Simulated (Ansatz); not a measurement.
## NiSi$_{2}$: strain energy, fitted

NiSi$_{2}$, Fm-3m, a = 5.391 Å. Ansatz: PBEsol, PAW, 420 eV, Γ-centred 10×10×8 mesh on 6 atoms, Gaussian smearing 0.10 eV; no spin polarisation. Series: biaxial strain in the a-b plane, c and atoms relaxed; x is the strain in per cent. The axes a, b, c are those of the computed cell (3.812, 3.812, 5.391 Å), along [1 1 0], [-1 1 0], [0 0 1] of the cell named above. y is the free energy over the unstrained cell, V0 = 13.059 Å³/atom.

```
x (%) y (meV/atom)
 -6.0             ?
 -4.0         21.49
 -2.0          4.82
  0.0          0.00
  2.0          3.71
  4.0         18.17
  6.0         43.42
```

**Question.** Fit y = c2 x² + c3 x³ to the other rows, turn c2 into a modulus, and predict the missing energy.

**Answer.** Least squares on the rows shown. y = 1.2654 x² − 0.012409 x³. In eV per unit strain² c2 is 12.65; M is the biaxial modulus (E = M V0 ε²): 12.65 × 160.2 / (13.059) = 155 GPa. With a term in x⁴ added, the coefficient of x² becomes 1.118, 12 % less, which shows how far this figure hangs on the form. At x = -6.0 the fit asked for gives 48.23 meV/atom. The run gave 53.80 meV/atom, so the fit is 5.57 meV/atom too low, 10 % of the span of the series, against an rms of 0.88 meV/atom on the fitted rows. The row lies outside the fitted range. With a term in x⁴ added, a fit to the same known rows predicts 55.43 meV/atom, so most of the miss is curvature that the known rows already hold.